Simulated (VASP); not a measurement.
# PbS (R3m) in VASP: notebook

Aim: see how the results for PbS move with the level of theory and the settings. Levels: PBE, LDA. Tasks: electron localisation function, atomic charges.

All numbers are computed with VASP 6.6.1; they aren't measurements. Logs are shortened: lines on timing, memory, paths and dates and some standing lists are left out, and cuts for length are marked.

**1. The structure**

Symmetry: R3m, No. 160, trigonal system. The conventional cell has a = 4.225 Å, b = 4.225 Å, c = 10.356 Å, α = 90.00°, β = 90.00°, γ = 120.00°. Around Pb (site symmetry 3m) lie 6 S at 2.96 to 3.02 Å. Around S (site symmetry 3m) lie 6 Pb at 2.96 to 3.02 Å.

The cell is a database's computed one.

**2. Electron localisation function, PBE**

Input file INCAR:

```
PREC = Accurate ; ENCUT = 520
EDIFF = 1E-7 ; ISMEAR = 0
SIGMA = 0.02 ; LREAL = F
LASPH = T ; NELM = 100
ALGO = Normal ; ISIF = 2
LWAVE = F ; LCHARG = T
GGA = PE ; LELF = T
```

Input file KPOINTS:

```
regular mesh
0
Gamma
  8 8 8
```

Input file POSCAR:

```
PbS
1.0
    2.1126617058      1.2197458045      3.4519162518
   -2.1126617058      1.2197458045      3.4519162518
    0.0000000000     -2.4394916091      3.4519162518
Pb S
1 1
Direct
    0.9805657800      0.9805657800      0.9805657800
    0.4750355500      0.4750355500      0.4750355500
```

Potentials or basis: VASP PAW PBE potentials, release 64 (Pb_d, S).

The run is started by

```sh
$ cat potpaw_PBE.64/Pb_d/POTCAR potpaw_PBE.64/S/POTCAR > POTCAR
$ mpirun -np 1 vasp_std > vasp.out
```

OUTCAR:

```text
PREC = Accurate
   ENCUT = 520
   EDIFF = 1E-7
   ISMEAR = 0
   LREAL = F
   LASPH = T
   NELM = 100
   ISIF = 2
   GGA = PE

 ion  position               nearest neighbor table
   1  0.981  0.981  0.981-   2 2.96   2 2.96   2 2.96   2 3.02   2 3.02   2 3.02
   2  0.475  0.475  0.475-   1 2.96   1 2.96   1 2.96   1 3.02   1 3.02   1 3.02

  LATTYP: Found a trigonal (rhomboedric) cell.
 ALAT       =     4.2269191050
 COS(alpha) =     0.5003774362

  Lattice vectors:

 A1 = (   2.1126617058,   1.2197458045,   3.4519162518)
 A2 = (  -2.1126617058,   1.2197458045,   3.4519162518)
 A3 = (   0.0000000000,  -2.4394916091,   3.4519162518)

Analysis of symmetry for initial positions (statically):
=====================================================================
 Subroutine PRICEL returns:
 Original cell was already a primitive cell.

 Routine SETGRP: Setting up the symmetry group for a
 trigonal (rhombohedral) supercell.

 Subroutine GETGRP returns: Found  6 space group operations
 (whereof  6 operations were pure point group operations)
 out of a pool of 12 trial point group operations.

The static configuration has the point symmetry C_3v.

Analysis of symmetry for dynamics (positions and initial velocities):
=====================================================================
 Subroutine PRICEL returns:
 Original cell was already a primitive cell.

 Routine SETGRP: Setting up the symmetry group for a
 trigonal (rhombohedral) supercell.

 Subroutine GETGRP returns: Found  6 space group operations
 (whereof  6 operations were pure point group operations)
 out of a pool of 12 trial point group operations.

The dynamic configuration has the point symmetry C_3v.

 Subroutine INISYM returns: Found  6 space group operations
 (whereof  6 operations are pure point group operations),
 and found     1 'primitive' translations

----------------------------------------------------------------------------------------

                                     Primitive cell

  volume of cell :      53.3717

  direct lattice vectors                    reciprocal lattice vectors
     2.112661706  1.219745805  3.451916252     0.236668274  0.136640492  0.096564722
    -2.112661706  1.219745805  3.451916252    -0.236668274  0.136640492  0.096564722
     0.000000000 -2.439491609  3.451916252     0.000000000 -0.273280984  0.096564722

  length of vectors
     4.226919105  4.226919105  4.226919105     0.289840028  0.289840028  0.289840028

  position of ions in fractional coordinates (direct lattice)
     0.980565780  0.980565780  0.980565780
     0.475035550  0.475035550  0.475035550

  ion indices of the primitive-cell ions
   primitive index   ion index
                 1           1
                 2           2

----------------------------------------------------------------------------------------

 KPOINTS: regular mesh

Automatic generation of k-mesh.
 Grid dimensions read from file:
 generate k-points for:    8    8    8

 Generating k-lattice:

  Cartesian coordinates                     Fractional coordinates (reciprocal lattice)
     0.029583534  0.017080061  0.012070590     0.125000000  0.000000000  0.000000000
    -0.029583534  0.017080061  0.012070590     0.000000000  0.125000000  0.000000000
     0.000000000 -0.034160123  0.012070590     0.000000000  0.000000000  0.125000000

  Length of vectors
     0.036230003  0.036230003  0.036230003

  Shift w.r.t. Gamma in fractional coordinates (k-lattice)
     0.000000000  0.000000000  0.000000000

 Subroutine IBZKPT returns following result:
 ===========================================

 Found     65 irreducible k-points:

 Following reciprocal coordinates:
            Coordinates               Weight
  0.000000  0.000000  0.000000      1.000000
  0.125000  0.000000  0.000000      6.000000
  0.250000  0.000000  0.000000      6.000000
  0.375000 -0.000000  0.000000      6.000000
  0.500000  0.000000  0.000000      3.000000
  0.125000  0.125000  0.000000      6.000000
[... 16 lines left out ...]
  0.250000  0.125000  0.125000      6.000000
  0.375000  0.125000  0.125000      6.000000
 [... further k-points ...]
   k-points           NKPTS =     65   k-points in BZ     NKDIM =     65   number of bands    NBANDS=     14
   number of dos      NEDOS =    301   number of ions     NIONS =      2
   total plane-waves  NPLWV =  32768
   dimension x,y,z NGX =    32 NGY =   32 NGZ =   32
   dimension x,y,z NGXF=    64 NGYF=   64 NGZF=   64
   ions per type =               1   1
   NGX,Y,Z   is equivalent  to a cutoff of  12.59, 12.59, 12.59 a.u.
   NGXF,Y,Z  is equivalent  to a cutoff of  25.17, 25.17, 25.17 a.u.
 SYSTEM =  unknown system
   PREC   = accura    normal or accurate (medium, high low for compatibility)
   ISTART =      0    job   : 0-new  1-cont  2-samecut
   ICHARG =      2    charge: 1-file 2-atom 10-const
   ISPIN  =      1    spin polarized calculation?
   LNONCOLLINEAR =      F non collinear calculations
   LSORBIT =      F    spin-orbit coupling
   LASPH  =      T    aspherical Exc in radial PAW
   ENCUT  =  520.0 eV  38.22 Ry    6.18 a.u.   7.86  7.86  7.86*2*pi/ulx,y,z
   NELM   =    100;   NELMIN=  2; NELMDL= -5     # of ELM steps
   EDIFF  = 0.1E-06   stopping-criterion for ELM
   LREAL  =      F    real-space projection
   EDIFFG = 0.1E-05   stopping-criterion for IOM
   NSW    =      0    number of steps for IOM
   IBRION =     -1    ionic relax: 0-MD 1-quasi-New 2-CG
   NFREE  =      0    steps in history (QN), initial steepest desc. (CG)
   ISIF   =      2    stress and relaxation
   ISYM   =      2    0-nonsym 1-usesym 2-fastsym
   POTIM  = 0.5000    time-step for ionic-motion
   TEBEG  =    0.0;   TEEND  =   0.0 temperature during run
   PSTRESS=    0.0 pullay stress
   NELECT =      20.0000    total number of electrons
   NUPDOWN=      -1.0000    fix difference up-down
   EMIN   =  10.00;   EMAX   =-10.00  energy-range for DOS
   EFERMI =   0.00;   METHOD = LEGACY
   ISMEAR =     0;   SIGMA  =   0.02  broadening in eV -4-tet -1-fermi 0-gaus
   EFERMI_NEDOS =   21; number of points for ismear=-14 and -15
   IALGO  =     38    algorithm
   IMIX   =      4    mixing-type and parameters
     AMIX     =   0.40;   BMIX     =  1.00
     AMIX_MAG =   1.60;   BMIX_MAG =  1.00
  volume/ion in A,a.u.               =      26.69       180.08
  Fermi-wavevector in a.u.,A,eV,Ry     =   1.180270  2.230386 18.953411  1.393036
  Thomas-Fermi vector in A             =   2.316565
   LORBIT       =      0    0 simple, 1 ext, 2 COOP (PROOUT), +10 PAW based schemes
   GGA     = PE    functional components
   LHFCALC =     F    Hartree Fock is set to
   AEXX    =    0.0000 exact exchange contribution
   IVDW    =     0    specifies the selected vdW correction
   LEPSILON=     F    determine dielectric tensor
   LRPA    =     F    only Hartree local field effects (RPA)
 non-spin polarized calculation
 Gauss-broadening in eV      SIGMA  =   0.02
  energy-cutoff  :      520.00
  volume of cell :       53.37
 maximum number of plane-waves:      1459
   NGX = 15   NGY = 15   NGZ = 15

 number of electron      20.0000002 magnetization

 Free energy of the ion-electron system (eV)
  ---------------------------------------------------
  ext. energy  EPLUGINS =         0.00000000
  ---------------------------------------------------
  free energy    TOTEN  =        -8.76706349 eV

  energy without entropy =       -8.76706349  energy(sigma->0) =       -8.76706349

 E-fermi :   5.6111     XC(G=0):  -9.5751

 val. band max:        5.4961275580   @ k =   0.5000   0.0000   0.0000
 cond. band min:       5.9562393499   @ k =   0.5000   0.0000   0.0000
 fundamental gap:      0.4601117919
 Fermi energy:         5.6111343571

 k-point     1 :       0.0000    0.0000    0.0000
  band No.  band energies     occupation
      1     -11.2611      2.00000
      2     -11.2608      2.00000
      3     -11.2608      2.00000
      4     -11.2443      2.00000
      5     -11.2443      2.00000
      6      -7.8726      2.00000
      7      -0.5485      2.00000
      8       3.4627      2.00000
      9       3.4627      2.00000
     10       3.4667      2.00000
     11      10.6381      0.00000
     12      10.6638      0.00000
     13      10.6638      0.00000
     14      12.3339      0.00000

 k-point     2 :       0.1250    0.0000    0.0000
  band No.  band energies     occupation
      1     -11.2601      2.00000
      2     -11.2582      2.00000
      3     -11.2578      2.00000
      4     -11.2451      2.00000
      5     -11.2450      2.00000
      6      -7.7442      2.00000
      7      -0.9663      2.00000
      8       3.5018      2.00000
      9       3.5048      2.00000
     10       3.7727      2.00000
     11       9.4781      0.00000
     12       9.9288      0.00000
     13       9.9305      0.00000
     14      12.2421      0.00000

 k-point     3 :       0.2500    0.0000    0.0000
  band No.  band energies     occupation
      1     -11.2630      2.00000
      2     -11.2625      2.00000
      3     -11.2586      2.00000
      4     -11.2356      2.00000
      5     -11.2353      2.00000
      6      -7.3885      2.00000
      7      -1.8782      2.00000
      8       3.6127      2.00000
      9       3.6159      2.00000
     10       4.3915      2.00000
     11       7.8877      0.00000
     12       8.7623      0.00000
     13       8.7642      0.00000
     14      12.4158      0.00000
[... 324 lines left out ...]
 k-point    23 :       0.2500    0.1250    0.1250
  band No.  band energies     occupation
      1     -11.2602      2.00000
      2     -11.2582      2.00000
      3     -11.2540      2.00000
      4     -11.2518      2.00000
      5     -11.2368      2.00000
      6      -7.5382      2.00000
      7      -1.4590      2.00000
      8       3.0488      2.00000
      9       3.7590      2.00000
     10       4.3627      2.00000
     11       8.1996      0.00000
     12       8.8731      0.00000
     13       9.9104      0.00000
     14      12.6140      0.00000

 k-point    24 :       0.3750    0.1250    0.1250
  band No.  band energies     occupation
      1     -11.2692      2.00000
      2     -11.2631      2.00000
      3     -11.2564      2.00000
      4     -11.2374      2.00000
      5     -11.2275      2.00000
      6      -7.1368      2.00000
      7      -2.2316      2.00000
      8       2.7791      2.00000
      9       3.8895      2.00000
     10       4.9428      2.00000
     11       6.9757      0.00000
     12       8.0247      0.00000
     13       9.4350      0.00000
     14      12.9222      0.00000

 [... further k-points ...]

------------------------ aborting loop because EDIFF is reached ----------------------------------------

  FORCE on cell =-STRESS in cart. coord.  units (eV):
  Direction    XX          YY          ZZ          XY          YZ          ZX
  --------------------------------------------------------------------------------------
  -------------------------------------------------------------------------------------
  Total        0.2822342      0.2822342      0.2872139      0.0000000     -0.0000000      0.0000000
  in kB        8.4724577      8.4724577      8.6219443      0.0000000     -0.0000000      0.0000000
  external PRESSURE =       8.5222866 kB  Pullay stress =       0.0000000 kB

 VOLUME and BASIS-vectors are now :
 -----------------------------------------------------------------------------
  energy-cutoff  :      520.00
  volume of cell :       53.37
      direct lattice vectors                 reciprocal lattice vectors
     2.112661706  1.219745805  3.451916252     0.236668274  0.136640492  0.096564722
    -2.112661706  1.219745805  3.451916252    -0.236668274  0.136640492  0.096564722
     0.000000000 -2.439491609  3.451916252     0.000000000 -0.273280984  0.096564722

 POSITION                                       TOTAL-FORCE (eV/Angst)
 -----------------------------------------------------------------------------------
      0.00000     -0.00000     10.15449         0.000000      0.000000     -0.019122
      0.00000     -0.00000      4.91935         0.000000     -0.000000      0.019122
 -----------------------------------------------------------------------------------
    total drift:                                0.000000     -0.000000     -0.000066

  FREE ENERGIE OF THE ION-ELECTRON SYSTEM (eV)
  ---------------------------------------------------
  free  energy   TOTEN  =        -8.7670634883 eV

  energy  without entropy=       -8.7670634883  energy(sigma->0) =       -8.76706349
```

Wall time 40 s (1 thread of Intel Xeon Platinum 8259CL at 2.50GHz (Skylake/Cascade Lake), shared host); peak memory 0.2 GiB.

What came out:

* Free energy: -8.7671 eV
* Pressure: 0.9 GPa
* Largest force: 0.019 eV/Å
* Band gap on the k mesh: 0.46 eV, direct

Forces on the atoms (eV/Å):
```
Pb   0.000  0.000 -0.019
S    0.000  0.000  0.019
```

Caveat: spin-orbit coupling is left out, which as a rule narrows the gap of such compounds by several tenths of an eV.

[end of part 1 of 2]
